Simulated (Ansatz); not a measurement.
**Profile along the I–Li line in LiI (rock salt)**

LiI (rock salt)

```xyz
2
Lattice="0.0000 2.9516 2.9516 2.9516 0.0000 2.9516 2.9516 2.9516 0.0000" Properties=species:S:1:pos:R:3 pbc="T T T"
I      0.0000     0.0000     0.0000
Li     2.9516     2.9516     2.9516
```

Fields along a shortest I–Li line of a {100} plane (2.95 Å), from I to Li, interpolated on the slice's grid (step about 0.1 Å). Calculation: PBEsol (plane waves to 420 eV, PAW, scalar-relativistic; Ansatz, a quantum-chemistry and plane-wave program). k mesh 10×10×10. These are valence fields of a PAW run, semicore shells included where kept as valence: close to a nucleus they are smooth pseudo fields. LiI was relaxed with its symmetry unable to fall. Spin-orbit coupling is left out, though I is heavy.

```tsv
distance from I (Å)	valence electron density (e/Å³)	electron localisation function
0.00	19.07	x
0.30	14.34	x
0.59	4.15	0.44
0.89	0.92	0.64
1.18	0.44	0.76
1.48	0.19	0.78
1.77	0.09	0.44
2.07	0.06	0.02
2.36	0.36	0.27
2.66	4.63	x
2.95	9.42	x
```

x: too close to a nucleus for the ELF to mean much.

Density on the I–Li line (2.95 Å) at its density minimum, 2.0 Å from I: 0.06 e/Å³. ELF at that point: 0.0. ELF maximum in the middle third of the I–Li line: 0.80, 1.3 Å from I.
